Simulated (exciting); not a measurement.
# Sb: single point with PBEsol

The system is Sb.

```xyz
1
Lattice="3.1600 0.0000 0.0000 0.0000 3.1600 0.0000 0.0000 0.0000 3.1600" Properties=species:S:1:pos:R:3 pbc="T T T"
Sb    0.0000    0.0000    0.0000
```

This isn't the form of Sb at room conditions, which is rhombohedral.

| Quantity | Value |
| --- | --- |
| Program | exciting (release sodium) |
| Task | single point |
| Functional | PBEsol |
| Potentials or basis | all-electron LAPW+lo, shipped species files, valence relativity iora* |
| rgkmax | 9 |
| k mesh | 8 × 8 × 8 |
| Occupations | fermi-dirac, width 0.05 eV |
| Spin | no spin polarisation |

* Band gap on the k mesh: none (metal or under the smearing width)
* All electrons inside the program's atomic spheres: Sb 48.08 (radii Sb 2.3 bohr)

Levels at points of the mesh, in eV from the Fermi level:
| k point | band 6 | band 7 | band 8 | band 9 | band 10 | band 11 |
| --- | --- | --- | --- | --- | --- | --- |
| (0.00, 0.00, 0.00) | -11.93 | 3.17 | 3.17 | 3.17 | 7.14 | 7.14 |
| (0.50, 0.00, 0.00) | -9.70 | -5.15 | 4.99 | 4.99 | 9.40 | 10.39 |
| (0.50, 0.50, 0.00) | -7.37 | -3.23 | -3.23 | 2.40 | 6.82 | 13.03 |
| (0.50, 0.50, 0.50) | -4.83 | -1.44 | -1.44 | -1.44 | 5.01 | 5.01 |

Run time: 45 s on 1 thread of Intel(R) Xeon(R) Processor @ 2.50GHz (Skylake/Cascade Lake), on a shared host, peak memory 0.11 GiB.

Caveat: the log's total energy holds no entropy term; the free energy is that total less TS from the occupations. The run has no spin-orbit coupling, so splittings on Sb are missing.
